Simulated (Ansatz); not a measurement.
# Au (Im-3m) in Ansatz: further runs

The runs below take Au through single point, equation of state, with r2SCAN.

Program: Ansatz 0.2.0. These are calculated values, not measurements. Logs are shortened: lines on timing, memory, paths and dates and some standing lists are left out, and cuts for length are marked.

## (1) The crystal as given

Symmetry: Im-3m, No. 229, cubic system. The conventional cell has a = 3.315 Å, b = 3.315 Å, c = 3.315 Å, α = 90.00°, β = 90.00°, γ = 90.00°. Au (site symmetry m-3m) has 8 Au at 2.87 Å as nearest neighbours.

This isn't the form of Au at room conditions, which is fcc.

## (2) Single point, r2SCAN, 17.11 Å³/atom (volume scaled by 0.94)

input.yaml reads:

```yaml
crystal:
  lattice:
    - [-1.6234376908, 1.6234376908, 1.6234376908]
    - [1.6234376908, -1.6234376908, 1.6234376908]
    - [1.6234376908, 1.6234376908, -1.6234376908]
  atoms:
    - { symbol: Au, position: [0.0, 0.0, 0.0] }
hamiltonian:
  xc: r2scan
  pseudopotentials: { kind: paw }
kpoints:
  mp_grid: { grid: [11, 11, 11] }
scf:
  occupations: { method: fermi_dirac, width: 0.05 }
output:
  forces: true
  stress: true
  eigenvalues: true
```

Potentials or basis: Ansatz PAW.

Started as:

```console
$ ansatz run input.yaml --threads 2 --pin off --max-ram 5632MiB --backend cpu --events-out ev --progress --plain --runs-dir out
```

The program printed:

```text
Warning: RAYON_NUM_THREADS=2 ignored (pool sized by the plan → 2); use --threads N
Engine: ansatz 0.2.0, aarch64-unknown-linux-gnu
Pseudopotentials: kind: paw
Pseudopotential: Au, paw, valence charge 19, recommended cutoff 500 eV (meta_gga), Au.paw.azcp
Functional definition: r2SCAN
  parameter k0 = 0.174
  parameter k1 = 0.065
  parameter a1 = 4.9479
  exchange = r2scan_x(k0 = k0, k1 = k1, a1 = a1)
  correlation = r2scan_c
Crystal: 1 atoms, lattice volume = 17.115 Å³
Basis set: ecut = 500 eV, 429 PW (Γ), exchange–correlation on 96×96×96 points (64 copies of the dense FFT grid, shifted against one another)
Bands: 14, of which v1, the nominal top of the filled ones, is band 10 counted from 1 (9 counted from 0)
Symmetry: 48 space group operations
Space group: Im-3m (ITA 229), of the structure as read, at distance tolerance 2.6e-5 Å
k-points: 56 of 1331
Non-local potential: Au, projectors of the file, l = 0: 3, l = 1: 2, l = 2: 2, l = 3: 1
PAW form: soft (Blöchl's): semilocal exchange-correlation on the pseudo side does not see the compensation charge
PAW frozen core: Au, regenerated for the run's functional (the file was generated under x = pbe(κ = 0.804, μ = 0.2195149727645171), c = pbe(β = 0.06672455060314922))
PAW one-centre angular grid: Au, 590 points (default); XC on 160 Gauss nodes
Initial density: superposition of atomic densities (neutral atoms: chi_scale 0, normalization atom), corrected by the library's trained network
Initial wavefunctions: pseudopotential atomic-orbital guess
Functional: x = r2scan, c = r2scan; τ floored in thin density (d = 2e-4 eV/Å³)
SCF iter   1: F=—  HF=-13163.484929 eV  |F-HF|=—  |Δ(HF+E_count)|=         —  Δρ=1.58e-2  dr2=4.36e-2  dr2_τ=4.03e-3  ethr=1.77e-3  ⟨swp⟩=5.0  Hψ=4088  notcnv=0
preconditioner: auto → Kerker (q_TF=auto, 2.776 Å⁻¹)  [metal: Δε(μ)=0.034 eV  Ē_g=17.074 eV  σ=0.050 eV  W_gap=0.17  n_scr=12 (ndim 8)  ℏωp=29.8 eV  f_vac=0.000  D(μ)=0.82/eV (n_scr^D=12)]
SCF iter   2: F=—  HF=-13163.475691 eV  |F-HF|=—  |Δ(HF+E_count)|=   9.24e-3  Δρ=6.41e-3  dr2=6.62e-3  dr2_τ=1.15e-3  ethr=2.29e-4  ⟨swp⟩=2.0  Hψ=1461  notcnv=0  defer=20
SCF iter   3: F=—  HF=-13163.476191 eV  |F-HF|=—  |Δ(HF+E_count)|=   5.00e-4  Δρ=2.28e-3  dr2=6.71e-4  dr2_τ=3.08e-5  ethr=3.49e-5  ⟨swp⟩=2.2  Hψ=1216  notcnv=0  defer=20
SCF iter   4: F=—  HF=-13163.476464 eV  |F-HF|=—  |Δ(HF+E_count)|=   2.73e-4  Δρ=6.22e-4  dr2=3.87e-5  dr2_τ=4.04e-6  ethr=3.53e-6  ⟨swp⟩=2.0  Hψ=1289  notcnv=0  defer=20
SCF iter   5: F=—  HF=-13163.476482 eV  |F-HF|=—  |Δ(HF+E_count)|=   1.82e-5  Δρ=1.70e-4  dr2=5.65e-6  dr2_τ=2.79e-7  ethr=2.04e-7  ⟨swp⟩=2.0  Hψ=1083  notcnv=0  defer=20
SCF iter   6: F=—  HF=-13163.476483 eV  |F-HF|=—  |Δ(HF+E_count)|=   9.40e-7  Δρ=3.51e-5  dr2=2.07e-7  dr2_τ=5.07e-9  ethr=2.97e-8  ⟨swp⟩=2.0  Hψ=1066  notcnv=0  defer=20
SCF iter   7: F=-13163.476483 eV  HF=-13163.476483 eV  |F-HF|=1.23e-9  |Δ(HF+E_count)|=  9.75e-10  Δρ=2.49e-6  dr2=5.11e-10  dr2_τ=4.28e-10  ethr=5.26e-10  ⟨swp⟩=6.1  Hψ=3421  notcnv=0
SCF 1 converged in 7 iterations: F = -13163.476483 eV  dr2 = 5.11e-10
SCF converged after 7 iterations
Free energy (F): -13163.476483 eV
Harris-Foulkes:  -13163.476483 eV  (|F-HF|=1.23e-9)
Internal energy: -13163.470532 eV  (E = F + TS)
E sigma→0 (E₀):  -13163.473507 eV
Entropy (-TS):   -0.005951 eV (-5.951 meV/atom)
Fermi energy:    20.274044 eV
--- Per-component energies (eV) ---
  E_band       = -228.136680
  E_kinetic    = 606.012789
  E_local      = -1716.193770  (includes V_loc(G=0)·N_el)
  E_nonlocal   = 75.847673
  E_hartree    = 733.843073
  E_xc         = -218.296704
  E_vxc        = -307.016869  (∫ρ·V_xc dr)
  E_paw        = -9731.287832  (= ΣΔE_a)
  E_vpaw       = -375.403373  (= ΣTr[D̂ρ^β])
  E_aug_tail   = 0.000688  (compensation charges beyond the density's cutoff)
  E_vtau       = 20.929730  (kinetic-family band-sum trace: ∫τ·v_τ [+ j·A + Jᵃ·Aᵃ] dr)
  E_ewald      = -2913.220124
  E_core_change = -0.176324  (= ΣΔE_core)
  E_smearing   = -0.005951  (= −TS)
  E_closure    = -0.000000  (closes the sum)
  Σ components = -13163.476483   (vs F -13163.476483, Δ=0.00e0)
--- Forces (eV/Å), atoms counted from 1 ---
  atom   1  Au    -0.00000000     0.00000000     0.00000000
  max |Σ_I F_I| component: 1.64e-31 eV/Å
--- Stress (GPa, compression-positive) ---
        5.102320       0.000000       0.000000
       -0.000000       5.102320       0.000000
        0.000000      -0.000000       5.102320
  P = ⅓ Tr σ = 5.1023 GPa (51.023 kbar)
--- Band table (eV; the first three rows and the last of 56) ---
  k-point 0: bands = ["-87.2632", "-38.0229", "-38.0229", "-38.0229", "10.3558", "15.2528", "15.2528", "15.2528", "17.2217", "17.2217", "37.6097", "37.6097", "37.6097", "45.5640"]
  k-point 1: bands = ["-87.2621", "-38.0421", "-38.0299", "-38.0226", "10.6698", "15.1554", "15.2630", "15.4750", "17.1099", "17.2284", "37.5246", "37.6603", "38.0060", "43.0319"]
  k-point 2: bands = ["-87.2590", "-38.0935", "-38.0486", "-38.0220", "11.5282", "14.9033", "15.2976", "16.1084", "16.9272", "17.2535", "35.8413", "37.1235", "39.1083", "41.2202"]
  k-point 55: bands = ["-87.2374", "-38.2051", "-38.2026", "-38.2026", "13.3497", "13.3783", "18.2503", "18.2503", "18.3657", "25.8516", "27.4207", "27.4207", "31.4847", "37.0067"]
```

Wall time 1.4 s (2 threads of Arm Neoverse V1, shared host); peak memory 0.32 GiB.

What came out:

```yaml
Free_energy: -13163.4765 eV
Pressure: 5.1 GPa
Band_gap_on_the_k_mesh: none (metal or under the smearing width)
```

Caveat: the PAW data sets come from PBE, with cores solved anew for the run's functional, which leaves a small shift of forces and pressure.

## (3) Single point, r2SCAN, 17.48 Å³/atom (volume scaled by 0.96)

input.yaml: that of step 2 with these lines changed.

```diff
@@ -2,5 +2,5 @@
   lattice:
-    - [-1.6234376908, 1.6234376908, 1.6234376908]
-    - [1.6234376908, -1.6234376908, 1.6234376908]
-    - [1.6234376908, 1.6234376908, -1.6234376908]
+    - [-1.6348707273, 1.6348707273, 1.6348707273]
+    - [1.6348707273, -1.6348707273, 1.6348707273]
+    - [1.6348707273, 1.6348707273, -1.6348707273]
   atoms:
```

Potentials or basis: Ansatz PAW.

Started as:

```console
$ ansatz run input.yaml --threads 2 --pin off --max-ram 5632MiB --backend cpu --events-out ev --progress --plain --runs-dir out
```

It took 1.4 s on 2 threads of Arm Neoverse V1, shared host; peak memory 0.32 GiB.

It converged, with:

```
Free energy            : -13163.4840 eV
Pressure               : 1.6 GPa
Band gap on the k mesh : none (metal or under the smearing width)
```

Caveat: the PAW data sets come from PBE, with cores solved anew for the run's functional, which leaves a small shift of forces and pressure.

## (4) Single point, r2SCAN, 17.84 Å³/atom (volume scaled by 0.98)

input.yaml: that of step 3 with these lines changed.

```diff
@@ -2,5 +2,5 @@
   lattice:
-    - [-1.6348707273, 1.6348707273, 1.6348707273]
-    - [1.6348707273, -1.6348707273, 1.6348707273]
-    - [1.6348707273, 1.6348707273, -1.6348707273]
+    - [-1.6461460541, 1.6461460541, 1.6461460541]
+    - [1.6461460541, -1.6461460541, 1.6461460541]
+    - [1.6461460541, 1.6461460541, -1.6461460541]
   atoms:
```

Started as:

```console
$ ansatz run input.yaml --threads 2 --pin off --max-ram 5632MiB --backend cpu --events-out ev --progress --plain --runs-dir out
```

Wall time 1.5 s (2 threads of Arm Neoverse V1, shared host); peak memory 0.32 GiB.

The run converged. Its results:

```yaml
Free_energy: -13163.4841 eV
Pressure: -1.5 GPa
Band_gap_on_the_k_mesh: none (metal or under the smearing width)
```

Caveat: the PAW data sets come from PBE, with cores solved anew for the run's functional, which leaves a small shift of forces and pressure.

## (5) Single point, r2SCAN, 18.21 Å³/atom

input.yaml: that of step 4 with these lines changed.

```diff
@@ -2,5 +2,5 @@
   lattice:
-    - [-1.6461460541, 1.6461460541, 1.6461460541]
-    - [1.6461460541, -1.6461460541, 1.6461460541]
-    - [1.6461460541, 1.6461460541, -1.6461460541]
+    - [-1.657269, 1.657269, 1.657269]
+    - [1.657269, -1.657269, 1.657269]
+    - [1.657269, 1.657269, -1.657269]
   atoms:
```

Started as:

```console
$ ansatz run input.yaml --threads 2 --pin off --max-ram 5632MiB --backend cpu --events-out ev --progress --plain --runs-dir out
```

It took 1.5 s on 2 threads of Arm Neoverse V1, shared host; peak memory 0.33 GiB.

Results (log left out):

| Quantity | Value |
| --- | --- |
| Free energy | -13163.4777 eV |
| Pressure | -4.1 GPa |
| Band gap on the k mesh | none (metal or under the smearing width) |

Caveat: the PAW data sets come from PBE, with cores solved anew for the run's functional, which leaves a small shift of forces and pressure.

## (6) Single point, r2SCAN, 18.57 Å³/atom (volume scaled by 1.02)

input.yaml: that of step 5 with these lines changed.

```diff
@@ -2,5 +2,5 @@
   lattice:
-    - [-1.657269, 1.657269, 1.657269]
-    - [1.657269, -1.657269, 1.657269]
-    - [1.657269, 1.657269, -1.657269]
+    - [-1.6682446112, 1.6682446112, 1.6682446112]
+    - [1.6682446112, -1.6682446112, 1.6682446112]
+    - [1.6682446112, 1.6682446112, -1.6682446112]
   atoms:
```

Potentials or basis: Ansatz PAW.

Started as:

```console
$ ansatz run input.yaml --threads 2 --pin off --max-ram 5632MiB --backend cpu --events-out ev --progress --plain --runs-dir out
```

Wall time 1.4 s (2 threads of Arm Neoverse V1, shared host); peak memory 0.33 GiB.

The run converged. Its results:

```
Free energy            : -13163.4655 eV
Pressure               : -6.5 GPa
Band gap on the k mesh : none (metal or under the smearing width)
```

Caveat: the PAW data sets come from PBE, with cores solved anew for the run's functional, which leaves a small shift of forces and pressure.

## (7) Single point, r2SCAN, 18.94 Å³/atom (volume scaled by 1.04)

input.yaml reads:

```yaml
crystal:
  lattice:
    - [-1.679077672, 1.679077672, 1.679077672]
    - [1.679077672, -1.679077672, 1.679077672]
    - [1.679077672, 1.679077672, -1.679077672]
  atoms:
    - { symbol: Au, position: [0.0, 0.0, 0.0] }
hamiltonian:
  xc: r2scan
  pseudopotentials: { kind: paw }
kpoints:
  mp_grid: { grid: [11, 11, 11] }
scf:
  occupations: { method: fermi_dirac, width: 0.05 }
output:
  forces: true
  stress: true
  eigenvalues: true
  write_density: true
  write_potential: true
  elf: true
  volumetric_format: npy
```

Started as:

```console
$ ansatz run input.yaml --threads 2 --pin off --max-ram 5632MiB --backend cpu --events-out ev --progress --plain --runs-dir out
```

Wall time 1.8 s (2 threads of Arm Neoverse V1, shared host); peak memory 0.33 GiB.

It converged, with:

* Free energy: -13163.4484 eV
* Pressure: -8.5 GPa
* Band gap on the k mesh: none (metal or under the smearing width)

Caveat: the PAW data sets come from PBE, with cores solved anew for the run's functional, which leaves a small shift of forces and pressure.

## (8) Single point, r2SCAN, 19.30 Å³/atom (volume scaled by 1.06)

input.yaml reads:

```yaml
crystal:
  lattice:
    - [-1.6897727226, 1.6897727226, 1.6897727226]
    - [1.6897727226, -1.6897727226, 1.6897727226]
    - [1.6897727226, 1.6897727226, -1.6897727226]
  atoms:
    - { symbol: Au, position: [0.0, 0.0, 0.0] }
hamiltonian:
  xc: r2scan
  pseudopotentials: { kind: paw }
kpoints:
  mp_grid: { grid: [11, 11, 11] }
scf:
  occupations: { method: fermi_dirac, width: 0.05 }
output:
  forces: true
  stress: true
  eigenvalues: true
```

Started as:

```console
$ ansatz run input.yaml --threads 2 --pin off --max-ram 5632MiB --backend cpu --events-out ev --progress --plain --runs-dir out
```

Run time: 1.5 s. Hardware: 2 threads of Arm Neoverse V1, shared host; peak memory 0.33 GiB.

The run converged. Its results:

| Item | Value |
| --- | --- |
| Free energy | -13163.4270 eV |
| Pressure | -10.3 GPa |
| Band gap on the k mesh | none (metal or under the smearing width) |

Caveat: the PAW data sets come from PBE, with cores solved anew for the run's functional, which leaves a small shift of forces and pressure.

## (9) Equation of state, r2SCAN

Potentials or basis: Ansatz PAW.

No new run: the results of the series are fitted here.

Results:

| Quantity | Value |
| --- | --- |
| Equilibrium volume | 17.66 Å³/atom |
| Bulk modulus | 149 GPa |
| Pressure derivative of the bulk modulus | 5.6 |

Energy against volume, from the lowest point:
```tsv
volume (Å³/atom)	energy (meV/atom)
17.115	7.62
17.479	0.08
17.843	0.00
18.207	6.45
18.571	18.60
18.935	35.69
19.299	57.10
```

Caveat: the PAW data sets were made with another functional, which shifts forces and pressure a little.
